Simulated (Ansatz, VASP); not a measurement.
Li: VASP beside Ansatz

INCAR

```
ALGO = Fast ; EDIFF = 1E-7
EDIFFG = -0.01 ; ENCUT = 600
GGA = PE ; IBRION = 2
ISIF = 3 ; ISMEAR = 0
LASPH = T ; LCHARG = F
LREAL = F ; LWAVE = F
NELM = 100 ; NSW = 80
PREC = Accurate ; SIGMA = 0.1
```

KPOINTS

```
k-points
0
Gamma
  16 16 16
```

Contents of POSCAR:

```
Li
1.0
   -1.9604510765      1.9604510765      1.9604510765
    1.9604510765     -1.9604510765      1.9604510765
    1.9604510765      1.9604510765     -1.9604510765
Li
1
Direct
    0.0000000000      0.0000000000      0.0000000000
```

Input for Ansatz:

```yaml
crystal:
  lattice:
    - [-1.9604510765, 1.9604510765, 1.9604510765]
    - [1.9604510765, -1.9604510765, 1.9604510765]
    - [1.9604510765, 1.9604510765, -1.9604510765]
  atoms:
    - { symbol: Li, position: [0.0, 0.0, 0.0] }
basis:
  ecutwfc: 420
kpoints:
  mp_grid: { grid: [16, 16, 16] }
hamiltonian:
  xc: pbe
scf:
  occupations: { method: gaussian, width: 0.1 }
output:
  forces: true
  stress: true
  eigenvalues: true
relax:
  adjacent_minimum: "off"
  f_tol: 0.01
  max_steps: 60
  cell: { stress_tol: 0.1 }
```

Alike in both runs: task relaxation of cell and atoms; functional PBE; k mesh 16 × 16 × 16; occupations gaussian, width 0.1 eV; no spin polarisation.

|  | VASP | Ansatz |
| --- | --- | --- |
| version | VASP 6.6.1 | Ansatz 0.2.0 |
| potentials or method | VASP PAW PBE potentials, release 64 (Li_sv) | scalar-relativistic, plane waves, PAW |
| plane-wave cutoff (eV) | 600 | 420 |
| valence electrons in the cell | 3 | 3 |

|  | VASP | Ansatz | Ansatz less VASP |
| --- | --- | --- | --- |
| gap on the k mesh at the Fermi level, each at its own relaxed structure (eV) | none | none | - |
| relaxed volume (Å³/atom) | 20.17 | 20.37 | +0.204 |
| relaxed cell length with the largest relative difference (Å) | 2.970 | 2.980 | +0.0100 |
| energy change over the relaxation (meV/atom) | -124 | -116 | +7.2 |

A gap of «none» marks a metal or a gap that the smearing closes.

Caveats: the cutoff is under 1.25 times the usual one of these potentials, so pressure, stress and relaxed cells hold a basis-set (Pulay) error (VASP); the volume moved by over 15 % at a fixed basis, so the end points are rough.
